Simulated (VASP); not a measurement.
## Sn: single point with PBE

Crystal: Sn.

```
Sn
1.0
    -2.97295    2.97295    1.60688
     2.97295   -2.97295    1.60688
     2.97295    2.97295   -1.60688
Sn
2
Direct
  0.00000 0.00000 0.00000
  0.75000 0.25000 0.50000
```

```json
{
 "Program": "VASP 6.6.1",
 "Task": "single point",
 "Functional": "PBE",
 "Potentials or basis": "VASP PAW PBE potentials, release 64 (Sn_d)",
 "Cutoff": "520 eV",
 "k mesh": "16 × 16 × 16",
 "Occupations": "gaussian, width 0.1 eV",
 "Spin": "no spin polarisation"
}
```

```yaml
Pressure: -0.1 GPa
Band_gap_on_the_k_mesh: none (metal or under the smearing width)
```

Levels at points of the mesh, in eV from the Fermi level:
| k point | band 11 | band 12 | band 13 | band 14 | band 15 | band 16 | band 17 | band 18 |
| --- | --- | --- | --- | --- | --- | --- | --- | --- |
| (0.00, 0.00, 0.00) | -10.81 | -3.85 | -1.89 | -1.89 | 3.01 | 5.93 | 5.93 | 6.65 |
| (0.50, 0.00, 0.00) | -6.79 | -5.24 | -2.36 | -1.63 | -1.03 | 2.29 | 2.73 | 4.44 |
| (0.50, 0.50, 0.00) | -8.68 | -8.68 | 0.56 | 0.56 | 1.43 | 1.43 | 5.93 | 5.93 |
| (0.50, 0.50, 0.50) | -7.47 | -7.47 | -4.56 | -4.56 | 5.02 | 5.02 | 8.84 | 8.84 |

Run time: 5.3 min on 1 thread of AMD EPYC 9R45 (Zen 5) (shared host), peak memory 0.42 GiB.
